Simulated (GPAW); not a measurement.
Runs of GPAW 26.7.0 on HfO2. It takes space group Fm-3m (No. 225, cubic). The conventional cell has a = 5.115 Å, b = 5.115 Å, c = 5.115 Å, α = 90.00°, β = 90.00°, γ = 90.00°. Hf (site symmetry m-3m) has 8 O at 2.21 Å as nearest neighbours. O (site symmetry -43m) is surrounded by 4 Hf at 2.21 Å. Measurements of this composition are mostly on another form, of space group No. 14.

```tsv
task	level	potentials or basis	cell	k mesh	band path	band points	optimizer	fmax	max steps	gap on the mesh (eV)	pressure (GPa)	relaxed volume (Å³/atom)
band structure	RPBE	the program's PAW data sets (release 1.2.1) made for this functional, pw	as given	9 × 9 × 9	GXWKGLUWLK,UX	100	-	-	-	3.92	(b)	-
relaxation of cell and atoms	LDA	the program's PAW data sets (release 1.2.1) made for this functional, pw	relaxed	9 × 9 × 9	-	-	LBFGS	0.05 eV/Å	60	3.82	-0.1	10.39
relaxation of cell and atoms	PBEsol	PAW data sets generated in the run's folder for this functional, pw	relaxed	9 × 9 × 9	-	-	BFGS	0.02 eV/Å	60	3.81	0.0	10.70
band structure	LDA	the program's PAW data sets (release 1.2.1) made for this functional, pw	as given	9 × 9 × 9	GXWKGLUWLK,UX	60	-	-	-	3.63	(a)	-
```

Alike in all rows: no spin polarisation; cutoff (eV) 800; smearing fermi-dirac 0.05 eV.

Task: Fill in the values left out.

Result: (a) -17.6; (b) 2.7.

Caveats: spin-orbit coupling is left out, which moves the levels of the heavy elements; the mesh misses the band edges, which the band path finds closer together (some runs); later steps reuse the first step's grids (some runs); an odd mesh through Γ misses points on the zone boundary, where band edges often lie (some runs); so large a pressure means that the cell lies far from this level's equilibrium, or that cutoff or potentials fall short (some runs).

A k mesh can miss the band edges, and the runs leave out spin-orbit coupling on Hf.

Runs at the PBE level aren't shown here.
